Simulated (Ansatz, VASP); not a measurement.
## One calculation of AlN, two programs

Contents of POSCAR:

```
AlN
1.0
    0.0000000000      2.0345180000      1.9836550500
    2.0345180000      0.0000000000      1.9836550500
    2.0345180000      2.0345180000      0.0000000000
Al N
1 1
Direct
    0.5000000000      0.5000000000      0.5000000000
    0.0000000000      0.0000000000      0.0000000000
```

Contents of INCAR.step1:

```
  ALGO = Normal
  EDIFF = 1E-4
  ENCUT = 520
  GGA = PE
  ISMEAR = 0
  LASPH = T
  LCHARG = F
  LREAL = F
  LWAVE = T
  NBANDS = 11
  NELM = 100
  PREC = Accurate
  SIGMA = 0.05
```

Contents of INCAR.step2:

```
  ALGO = Normal
  EDIFF = 1E-6
  ENCUT = 520
  ISIF = 2
  ISMEAR = 0
  ISTART = 1
  LASPH = T
  LCHARG = F
  LMIXTAU = T
  LREAL = F
  LWAVE = F
  METAGGA = R2SCAN
  NBANDS = 11
  NELM = 100
  PREC = Accurate
  SIGMA = 0.05
```

KPOINTS

```
k-points
0
Gamma
  10 10 10
```

Input for Ansatz:

```yaml
crystal:
  lattice:
    - [0.0, 2.034518, 1.98365505]
    - [2.034518, 0.0, 1.98365505]
    - [2.034518, 2.034518, 0.0]
  atoms:
    - { symbol: Al, position: [0.5, 0.5, 0.5] }
    - { symbol: "N", position: [0.0, 0.0, 0.0] }
basis:
  ecutwfc: 500
kpoints:
  mp_grid: { grid: [10, 10, 10] }
hamiltonian:
  xc: r2scan
scf:
  occupations: { method: gaussian, width: 0.05 }
output:
  forces: true
  stress: true
  eigenvalues: true
```

Change from the starting cell: strain +0.000 along x and y, -0.025 along z, atoms carried along.

Alike in both runs: task single point; functional r2SCAN; k mesh 10 × 10 × 10; occupations gaussian, width 0.05 eV; no spin polarisation.

|  | VASP | Ansatz |
| --- | --- | --- |
| version | VASP 6.6.1 | Ansatz 0.2.0 |
| potentials or method | VASP PAW PBE potentials, release 64 (Al, N) | scalar-relativistic, plane waves, PAW |
| plane-wave cutoff (eV) | 520 | 500 |
| valence electrons in the cell | 8 | 8 |

|  | VASP | Ansatz | Ansatz less VASP |
| --- | --- | --- | --- |
| gap on the k mesh at the Fermi level (eV) | 5.34 | 5.34 | -0.004 |
| least direct gap on the mesh (eV) | 6.54 | 6.49 | -0.048 |
| pressure (GPa) | 0.1 | 0.9 | +0.80 |
| largest component of the traceless stress (GPa) | 5.21 | 5.11 | -0.097 |

Caveats: the PAW data sets were made with another functional, which shifts forces and pressure a little (VASP). A k mesh can miss the band edges.
